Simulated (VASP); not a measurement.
Input of a VASP 6.6.1 run:

Contents of INCAR:

```
PREC = Accurate
ENCUT = 520
EDIFF = 1E-6
ISMEAR = -1
SIGMA = 0.05
LREAL = F
LASPH = T
NELM = 100
ALGO = Normal
ISIF = 2
LWAVE = F
LCHARG = F
LDIPOL = T
IDIPOL = 3
DIPOL = 0.5 0.5 0.294
GGA = PE
IVDW = 13
IBRION = 2
NSW = 40
EDIFFG = -0.02
```

Contents of KPOINTS:

```
regular mesh
0
Gamma
  11 11 1
```

File POSCAR:

```
Ir
1.0
    2.4518400000      0.0000000000      0.0000000000
    0.0000000000      2.4518400000      0.0000000000
    0.0000000000      0.0000000000     23.8000000000
Ir
1
Selective dynamics
Direct
    0.0000000000      0.0000000000      0.2941200000  F F F
```

Potentials or basis: VASP PAW PBE potentials, release 64 (Ir).

Launch:

```bash
$ cat potpaw_PBE.64/Ir/POTCAR > POTCAR
$ mpirun -np 1 vasp_std > vasp.out
```

**Question.** Predict the dispersion energy per atom.

**Answer.** -0.260 eV.

**Question.** Estimate the band gap on the k mesh.

**Answer.** None (metal or under the smearing width).

Final structure:
```xyz
1
Lattice="2.4518 0.0000 0.0000 0.0000 2.4518 0.0000 0.0000 0.0000 23.8000" Properties=species:S:1:pos:R:3 pbc="T T T"
Ir    0.0000    0.0000    7.0001
```

Caveat: the relaxation stopped at its first step, so nothing moved. Spin-orbit coupling is left out, which matters for the levels of Ir.
